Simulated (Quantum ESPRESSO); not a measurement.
Crystal: LiCl.

```
CELL_PARAMETERS angstrom
0.00000 2.56477 2.56477
2.56477 0.00000 2.56477
2.56477 2.56477 0.00000
ATOMIC_POSITIONS crystal
Cl 0.50000 0.50000 0.50000
Li 0.00000 0.00000 0.00000
```

* Program: Quantum ESPRESSO 7.5
* Task: phonons
* Functional: RPBE
* Potentials or basis: PseudoDojo 0.4.1 SR PBE standard
* Cutoff: 1007 eV
* Density cutoff: 4027 eV
* k mesh: 4 × 4 × 4, shifted
* Occupations: fermi-dirac, width 0.05 eV
* Spin: no spin polarisation
* Mixing beta: 0.5
* Most SCF iterations: 120
* SCF threshold: 4e-10 Ry

The cell and the atoms were relaxed first, to 18.12 Å³/atom (a = 3.714 Å, b = 3.714 Å, c = 3.714 Å, α = 60.00°, β = 60.00°, γ = 60.00°), and the response was taken there.

The first run showed a gap, so the response started from a second, tighter run with fixed occupations.

Problem. Where do the zone-centre optical modes lie?

Solution. T1u at 130 cm⁻¹ (IR). Polar modes are given without the macroscopic field (transverse values).

Optical modes at Γ, degenerate ones joined, polar ones without the macroscopic field:
```
cm⁻¹  components  symmetry  active in  IR intensity, summed ((D/Å)²/amu)
 130           3       T1u         IR                              17.16
```

Zone-centre frequencies without and with the macroscopic field along z (cm⁻¹):
```csv
,optical modes in rising order
without,130 130 130
with the field,130 130 369
```

Born effective charge tensors (e):
atom 1, Cl
```
-1.20  0.00  0.00
 0.00 -1.20  0.00
 0.00  0.00 -1.20
```
atom 2, Li
```
1.20 0.00 0.00
0.00 1.20 0.00
0.00 0.00 1.20
```

Caveat: the potentials were made for another functional, which shifts forces and pressure.
